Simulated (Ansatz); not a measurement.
A crystal relaxed with r2SCAN in Ansatz has space group Fm-3m (No. 225) and a = 6.760 Å.

```json
{"atom": "Xx", "site": "4a", "x": "0.0000", "y": "0.0000", "z": "0.0000"}
{"atom": "Mg", "site": "8c", "x": "0.2500", "y": "0.7500", "z": "0.7500"}
```

r2SCAN gives an indirect gap of 0.19 eV, from Γ to X; the least direct gap is 2.01 eV at L. With HSE06 the valence top lies at Γ and the conduction bottom at X, 0.20 eV higher; the smallest vertical gap, at Γ, is 2.09 eV. Meshes: r2SCAN 6×6×6, HSE06 4×4×4.

Question: Which element is Xx?
A. Sn
B. C
C. Hf
D. Ge

Answer: A. Xx is Sn: Mg2Sn (antifluorite). Sn has 8 Mg at 2.93 Å; Mg has 4 Sn at 2.93 Å.

Calculated for a static, non-magnetic cell.

No spin-orbit coupling is included; it can move band edges with weight on the heavy atoms by tenths of an eV.

The meshes of the hybrids are coarse, so their gaps aren't converged to the digits shown.
